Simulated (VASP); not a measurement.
# TiO2 in VASP: relaxation of the atoms with PBEsol

Aim: the relaxation of the atoms of TiO2 with PBEsol.

All numbers are computed with VASP 6.6.1; they aren't measurements. Logs are shortened: lines on timing, memory, paths and dates and some standing lists are left out, and cuts for length are marked.

## (1) Starting point

The cell holds a slab with vacuum, 6 atoms: a = 4.592 Å, b = 2.957 Å, c = 20.087 Å, α = 90.00°, β = 90.00°, γ = 90.00°.

## (2) Relaxation of the atoms, PBEsol

Input file INCAR:

```
PREC = Accurate
ENCUT = 520
EDIFF = 1E-6
ISMEAR = 0
SIGMA = 0.05
LREAL = False
LASPH = True
NELM = 60
ALGO = Normal
ISIF = 2
LWAVE = False
LCHARG = False
LDIPOL = True
IDIPOL = 3
DIPOL = 0.5 0.5 0.500
GGA = PS
IBRION = 2
NSW = 100
EDIFFG = -0.015
KPAR = 8
```

Input file KPOINTS:

```
Automatic mesh
0
Gamma
  6 8 1
```

Input file POSCAR:

```
TiO2
1.0
    4.5922000000      0.0000000000      0.0000000000
    0.0000000000      2.9574000000      0.0000000000
    0.0000000000      0.0000000000     20.0874253760
O Ti
4 2
Direct
    0.1950400000      0.5000000000      0.3982591024
    0.3049600000      0.0000000000      0.5125644430
    0.8049600000      0.5000000000      0.4874355570
    0.6950400000      0.0000000000      0.6017408976
    0.0000000000      0.0000000000      0.4428473297
    0.5000000000      0.5000000000      0.5571526703
```

Potentials or basis: VASP PAW PBE potentials, release 64 (O, Ti_sv).

Started as:

```bash
cat potpaw_PBE.64/O/POTCAR potpaw_PBE.64/Ti_sv/POTCAR > POTCAR
mpirun -np 8 vasp_std > vasp.out
```

OUTCAR:

```text
PREC = Accurate
   ENCUT = 520
   EDIFF = 1E-6
   ISMEAR = 0
   LREAL = False
   LASPH = True
   NELM = 60
   ISIF = 2
   GGA = PS
   IBRION = 2
   NSW = 100
   EDIFFG = -0.015

 ion  position               nearest neighbor table
   1  0.195  0.500  0.398-   5 1.95   5 1.95
   2  0.305  0.000  0.513-   6 1.95   6 1.95   5 1.98
   3  0.805  0.500  0.487-   5 1.95   5 1.95   6 1.98
   4  0.695  0.000  0.602-   6 1.95   6 1.95
   5  0.000  0.000  0.443-   3 1.95   3 1.95   1 1.95   1 1.95   2 1.98
   6  0.500  0.500  0.557-   2 1.95   2 1.95   4 1.95   4 1.95   3 1.98

  LATTYP: Found a simple orthorhombic cell.
 ALAT       =     2.9574000000
 B/A-ratio  =     1.5527828498
 C/A-ratio  =     6.7922585298

  Lattice vectors:

 A1 = (   0.0000000000,  -2.9574000000,   0.0000000000)
 A2 = (   4.5922000000,   0.0000000000,   0.0000000000)
 A3 = (   0.0000000000,   0.0000000000,  20.0874253760)

Analysis of symmetry for initial positions (statically):
=====================================================================
 Subroutine PRICEL returns:
 Original cell was already a primitive cell.

 Routine SETGRP: Setting up the symmetry group for a
 simple orthorhombic supercell.

 Subroutine GETGRP returns: Found  4 space group operations
 (whereof  2 operations were pure point group operations)
 out of a pool of  8 trial point group operations.

The static configuration has the point symmetry C_1h.
 The point group associated with its full space group is C_2v.

Analysis of symmetry for dynamics (positions and initial velocities):
=====================================================================
 Subroutine PRICEL returns:
 Original cell was already a primitive cell.

 Routine SETGRP: Setting up the symmetry group for a
 simple orthorhombic supercell.

 Subroutine GETGRP returns: Found  4 space group operations
 (whereof  2 operations were pure point group operations)
 out of a pool of  8 trial point group operations.

The dynamic configuration has the point symmetry C_1h.
 The point group associated with its full space group is C_2v.

 Subroutine INISYM returns: Found  4 space group operations
 (whereof  2 operations are pure point group operations),
 and found     1 'primitive' translations

----------------------------------------------------------------------------------------

                                     Primitive cell

  volume of cell :     272.8068

  direct lattice vectors                    reciprocal lattice vectors
     4.592200000  0.000000000  0.000000000     0.217760550  0.000000000  0.000000000
     0.000000000  2.957400000  0.000000000     0.000000000  0.338134848  0.000000000
     0.000000000  0.000000000 20.087425376     0.000000000  0.000000000  0.049782388

  length of vectors
     4.592200000  2.957400000 20.087425376     0.217760550  0.338134848  0.049782388

  position of ions in fractional coordinates (direct lattice)
     0.195040000  0.500000000  0.398259102
     0.304960000  0.000000000  0.512564443
     0.804960000  0.500000000  0.487435557
     0.695040000  0.000000000  0.601740898
     0.000000000  0.000000000  0.442847330
     0.500000000  0.500000000  0.557152670

  ion indices of the primitive-cell ions
   primitive index   ion index
                 1           1
                 2           2
                 3           3
                 4           4
                 5           5
                 6           6

----------------------------------------------------------------------------------------

 KPOINTS: Automatic mesh

Automatic generation of k-mesh.
 Grid dimensions read from file:
 generate k-points for:    6    8    1

 Generating k-lattice:

  Cartesian coordinates                     Fractional coordinates (reciprocal lattice)
     0.036293425  0.000000000  0.000000000     0.166666667  0.000000000  0.000000000
     0.000000000  0.042266856  0.000000000     0.000000000  0.125000000  0.000000000
     0.000000000  0.000000000  0.049782388     0.000000000  0.000000000  1.000000000

  Length of vectors
     0.036293425  0.042266856  0.049782388

  Shift w.r.t. Gamma in fractional coordinates (k-lattice)
     0.000000000  0.000000000  0.000000000

 Subroutine IBZKPT returns following result:
 ===========================================

 Found     20 irreducible k-points:

 Following reciprocal coordinates:
            Coordinates               Weight
  0.000000  0.000000  0.000000      1.000000
  0.166667  0.000000  0.000000      2.000000
  0.333333  0.000000  0.000000      2.000000
  0.500000  0.000000  0.000000      1.000000
  0.000000  0.125000  0.000000      2.000000
  0.166667  0.125000  0.000000      4.000000
[... 12 lines left out ...]
  0.333333  0.500000  0.000000      2.000000
  0.500000  0.500000  0.000000      1.000000
   k-points           NKPTS =     20   k-points in BZ     NKDIM =     20   number of bands    NBANDS=     28
   number of dos      NEDOS =    301   number of ions     NIONS =      6
   total plane-waves  NPLWV = 129600
   dimension x,y,z NGX =    36 NGY =   24 NGZ =  150
   dimension x,y,z NGXF=    72 NGYF=   48 NGZF=  300
   ions per type =               4   2
   NGX,Y,Z   is equivalent  to a cutoff of  13.03, 13.49, 12.41 a.u.
   NGXF,Y,Z  is equivalent  to a cutoff of  26.07, 26.98, 24.83 a.u.
 SYSTEM =  unknown system
   PREC   = accura    normal or accurate (medium, high low for compatibility)
   ISTART =      0    job   : 0-new  1-cont  2-samecut
   ICHARG =      2    charge: 1-file 2-atom 10-const
   ISPIN  =      1    spin polarized calculation?
   LNONCOLLINEAR =      F non collinear calculations
   LSORBIT =      F    spin-orbit coupling
   LASPH  =      T    aspherical Exc in radial PAW
   ENCUT  =  520.0 eV  38.22 Ry    6.18 a.u.   8.54  5.50 37.35*2*pi/ulx,y,z
   NELM   =     60;   NELMIN=  2; NELMDL= -5     # of ELM steps
   EDIFF  = 0.1E-05   stopping-criterion for ELM
   LREAL  =      F    real-space projection
   EDIFFG = -.1E-01   stopping-criterion for IOM
   NSW    =    100    number of steps for IOM
   IBRION =      2    ionic relax: 0-MD 1-quasi-New 2-CG
   NFREE  =      1    steps in history (QN), initial steepest desc. (CG)
   ISIF   =      2    stress and relaxation
   ISYM   =      2    0-nonsym 1-usesym 2-fastsym
   POTIM  = 0.5000    time-step for ionic-motion
   TEBEG  =    0.0;   TEEND  =   0.0 temperature during run
   PSTRESS=    0.0 pullay stress
   NELECT =      48.0000    total number of electrons
   NUPDOWN=      -1.0000    fix difference up-down
   EMIN   =  10.00;   EMAX   =-10.00  energy-range for DOS
   EFERMI =   0.00;   METHOD = LEGACY
   ISMEAR =     0;   SIGMA  =   0.05  broadening in eV -4-tet -1-fermi 0-gaus
   EFERMI_NEDOS =   21; number of points for ismear=-14 and -15
   IALGO  =     38    algorithm
   IMIX   =      4    mixing-type and parameters
     AMIX     =   0.40;   BMIX     =  1.00
     AMIX_MAG =   1.60;   BMIX_MAG =  1.00
  volume/ion in A,a.u.               =      45.47       306.83
  Fermi-wavevector in a.u.,A,eV,Ry     =   0.917354  1.733547 11.449819  0.841538
  Thomas-Fermi vector in A             =   2.042313
   LORBIT       =      0    0 simple, 1 ext, 2 COOP (PROOUT), +10 PAW based schemes
   GGA     = PS    functional components
   LHFCALC =     F    Hartree Fock is set to
   AEXX    =    0.0000 exact exchange contribution
   IVDW    =     0    specifies the selected vdW correction
   LEPSILON=     F    determine dielectric tensor
   LRPA    =     F    only Hartree local field effects (RPA)
 conjugate gradient relaxation of ions
 non-spin polarized calculation
 Gauss-broadening in eV      SIGMA  =   0.05
  energy-cutoff  :      520.00
  volume of cell :      272.81
 maximum number of plane-waves:      7410
 NGX is ok and might be reduce to    36
   NGX = 17   NGY = 11   NGZ = 75

--------------------------------------- Ionic step        1  -------------------------------------------

 number of electron      48.0000012 magnetization

 Free energy of the ion-electron system (eV)
  ---------------------------------------------------
  ext. energy  EPLUGINS =         0.00000000
  ---------------------------------------------------
  free energy    TOTEN  =       -53.39509553 eV

  energy without entropy =      -53.39509553  energy(sigma->0) =      -53.39509553

------------------------ aborting loop because EDIFF is reached ----------------------------------------

  FORCE on cell =-STRESS in cart. coord.  units (eV):
  Direction    XX          YY          ZZ          XY          YZ          ZX
  --------------------------------------------------------------------------------------
  -------------------------------------------------------------------------------------
  Total       -4.6220307     -7.9066287     -3.4234176      0.0000000      0.0000000      0.0000000
  in kB      -27.1449016    -46.4351431    -20.1055208      0.0000000      0.0000000      0.0000000
  external PRESSURE =     -31.2285219 kB  Pullay stress =       0.0000000 kB
[... 101 lines left out ...]
  FREE ENERGIE OF THE ION-ELECTRON SYSTEM (eV)
  ---------------------------------------------------
  free  energy   TOTEN  =       -54.4616782067 eV

  energy  without entropy=      -54.4616782067  energy(sigma->0) =      -54.46167821

[... ionic steps 4 to 26 ...]

--------------------------------------- Ionic step       27  -------------------------------------------

 number of electron      48.0000011 magnetization

------------------------ aborting loop because EDIFF is reached ----------------------------------------
[... 69 lines left out ...]
  FREE ENERGIE OF THE ION-ELECTRON SYSTEM (eV)
  ---------------------------------------------------
  free  energy   TOTEN  =       -54.7783539369 eV

  energy  without entropy=      -54.7783539369  energy(sigma->0) =      -54.77835394

 dipolmoment           0.000000      0.000000      0.000000 electrons x Angstroem

--------------------------------------- Ionic step       29  -------------------------------------------

 number of electron      48.0000011 magnetization

 dipolmoment           0.000000      0.000000     -0.000000 electrons x Angstroem

 Free energy of the ion-electron system (eV)
  ---------------------------------------------------
  ext. energy  EPLUGINS =         0.00000000
  ---------------------------------------------------
  free energy    TOTEN  =       -54.77838106 eV

  energy without entropy =      -54.77838106  energy(sigma->0) =      -54.77838106

 E-fermi :  -4.8880     XC(G=0):  -3.3498

 val. band max:       -5.1769179997   @ k =   0.0000   0.0000   0.0000
 cond. band min:      -1.9327421789   @ k =   0.0000   0.0000   0.0000
 fundamental gap:      3.2441758209
 Fermi energy:        -4.8879667749

 k-point     1 :       0.0000    0.0000    0.0000
  band No.  band energies     occupation
      1     -60.6440      2.00000
      2     -60.6318      2.00000
      3     -37.1846      2.00000
      4     -37.1748      2.00000
      5     -37.0217      2.00000
      6     -36.9980      2.00000
[... 609 lines left out ...]
     27      -1.0265      0.00000
     28      -1.0265      0.00000

------------------------ aborting loop because EDIFF is reached ----------------------------------------

 vacuum level on the upper side and lower side of the slab       (xc-potential included)        -0.044        -0.044

  FORCE on cell =-STRESS in cart. coord.  units (eV):
  Direction    XX          YY          ZZ          XY          YZ          ZX
  --------------------------------------------------------------------------------------
  -------------------------------------------------------------------------------------
  Total        2.2236122     -3.7433937     -0.1187009      0.0000000      0.0000000      0.0000000
  in kB       13.0591373    -21.9847207     -0.6971229      0.0000000      0.0000000      0.0000000
  external PRESSURE =      -3.2075688 kB  Pullay stress =       0.0000000 kB
[... 21 lines left out ...]
  FREE ENERGIE OF THE ION-ELECTRON SYSTEM (eV)
  ---------------------------------------------------
  free  energy   TOTEN  =       -54.7783810623 eV

  energy  without entropy=      -54.7783810623  energy(sigma->0) =      -54.77838106

 reached required accuracy - stopping structural energy minimisation

 vacuum level on the upper side and lower side of the slab         2.796         2.796
```

It took 9.7 min on 8 MPI ranks of Intel Xeon Platinum 8488C (Sapphire Rapids), shared host; peak memory 0.46 GiB.

What came out:

| Property | Result |
| --- | --- |
| Free energy | -54.7784 eV |
| Energy gained by relaxing | 230.5 meV/atom |
| Ionic steps | 29 |
| Largest force after relaxing | 0.007 eV/Å |
| Band gap on the k mesh | 3.24 eV, direct |

Forces in eV/Å, atoms in the order of the input:
```
O    0.002  0.000  0.007
O   -0.001  0.000 -0.007
O   -0.001  0.000  0.007
O    0.002  0.000 -0.007
Ti  -0.002  0.000 -0.007
Ti  -0.002  0.000  0.007
```

Step by step:
| step | energy change (eV) | largest force (eV/Å) | pressure (GPa) |
| --- | --- | --- | --- |
| 1 | 0.0000 | 3.8984 | -3.12 |
| 2 | -1.0374 | 2.6062 | 0.67 |
| 3 | -1.0666 | 2.2480 | -0.08 |
| 4 | -1.1291 | 2.5094 | 1.44 |
| 5 | -1.2559 | 1.1955 | 0.67 |
| 6 | -1.3456 | 0.3993 | 0.08 |
| 7 | -1.3501 | 0.5587 | -0.06 |
| 8 | -1.3685 | 0.3028 | 0.06 |
| 9 | -1.3685 | 0.2845 | 0.06 |
| 10 | -1.3760 | 0.1819 | 0.01 |
| 11 | -1.3764 | 0.1101 | 0.01 |
| 12 | -1.3784 | 0.0584 | -0.18 |
| 13 | -1.3786 | 0.0656 | -0.29 |
| 14 | -1.3790 | 0.0871 | -0.31 |
| 15 | -1.3790 | 0.0686 | -0.31 |
| 16 | -1.3795 | 0.0539 | -0.31 |
| 17 | -1.3799 | 0.0893 | -0.31 |
| 18 | -1.3802 | 0.0849 | -0.32 |
| 19 | -1.3811 | 0.0718 | -0.35 |
| 20 | -1.3822 | 0.0835 | -0.41 |
| 21 | -1.3815 | 0.1615 | -0.56 |
| 22 | -1.3824 | 0.1052 | -0.46 |
| 23 | -1.3829 | 0.0944 | -0.40 |
| 24 | -1.3829 | 0.0711 | -0.41 |
| 25 | -1.3832 | 0.0245 | -0.34 |
| 26 | -1.3833 | 0.0176 | -0.32 |
| 27 | -1.3833 | 0.0180 | -0.31 |
| 28 | -1.3833 | 0.0179 | -0.31 |
| 29 | -1.3833 | 0.0074 | -0.32 |

Final structure:
```xyz
6
Lattice="4.5922 0.0000 0.0000 0.0000 2.9574 0.0000 0.0000 0.0000 20.0874" Properties=species:S:1:pos:R:3 pbc="T T T"
O     0.7777    1.4787    8.0010
O     1.2793    0.0000   10.4235
O     3.5754    1.4787    9.6639
O     3.0738    0.0000   12.0865
Ti    0.2391    0.0000    8.9493
Ti    2.5352    1.4787   11.1381
```

Caveat: the PAW data sets were made with another functional, which shifts forces and pressure a little. PBEsol gaps usually lie below the measured ones, often by a third to a half.
